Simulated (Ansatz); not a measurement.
Consider the ligand exchange at the Si–Se bond: `[SiH3][SeH]` + `OCCO` → `OCCO[SiH3]` + H₂Se.

Isolated molecules relaxed with PBE0-D4/def2-TZVP in Ansatz; ΔE leaves out vibrations. CCSD(T)/CBS adds triple-zeta CCSD(T) − MP2 to the extrapolated MP2 energy (def2 sets, frozen cores). This one scheme is used for every species. DFT in def2-TZVPP. B3LYP here is the variant with VWN-RPA as its local correlation; programs differ in this. For Se outer-core shells are correlated without core-valence functions, which leaves a few kJ/mol of doubt a bond. Scalar relativity is left out up to krypton. One conformer a species, not always the lowest.

`[SiH3][SeH]`:

Z-matrix (Å, degrees):
```
Si
Se 1 2.279
H 1 1.484 2 111.4
H 1 1.484 2 111.5 3 -122.1
H 1 1.483 2 104.9 3 119.0
H 2 1.469 1 93.0 3 60.4
```

`OCCO`:

Cartesian coordinates in Å:
```
O 0.135 0.403 1.649
C 0.747 -0.014 0.455
C -0.270 -0.545 -0.528
O -1.267 0.427 -0.795
H -0.668 0.870 1.392
H 1.309 0.813 -0.010
H 1.469 -0.796 0.709
H -0.798 -1.396 -0.090
H 0.222 -0.883 -1.448
H -0.878 1.121 -1.335
```

`OCCO[SiH3]`:

```xyz
13

O     0.255   -0.996    2.159
C     0.039    0.337    1.770
C    -0.490    0.428    0.361
O     0.469   -0.159   -0.502
Si    0.233   -0.286   -2.126
H     0.808   -1.395    1.480
H     0.963    0.928    1.844
H    -0.692    0.763    2.462
H    -1.442   -0.114    0.287
H    -0.662    1.478    0.090
H     1.433   -0.964   -2.668
H     0.075    1.061   -2.739
H    -0.991   -1.081   -2.420
```

H₂Se:

Z-matrix (Å, degrees):
```
Se
H 1 1.467
H 1 1.467 2 91.2
```

Question: Is it downhill or uphill in electronic energy at CCSD(T)/CBS, and by how much? (An estimate is asked.)

Answer: Ansatz gave: Downhill: ΔE = -0.29 eV.

Question: What do these levels give: r2SCAN-D4, B3LYP, CCSD/def2-TZVPP, CCSD(T)/def2-TZVPP, MP2/def2-QZVPP, CCSD/CBS(def2)? (Estimate.)

Answer: Ansatz gave: r2SCAN-D4 -0.27, B3LYP -0.32, CCSD/def2-TZVPP -0.35, CCSD(T)/def2-TZVPP -0.33, MP2/def2-QZVPP -0.30, CCSD/CBS(def2) -0.31 eV.

Largest T1 diagnostic among the species: 0.011.

In def2-TZVPP, CCSD(T) changes the Hartree–Fock value by +0.10 eV (the triples alone add +0.02 eV) and MP2 by +0.11 eV.
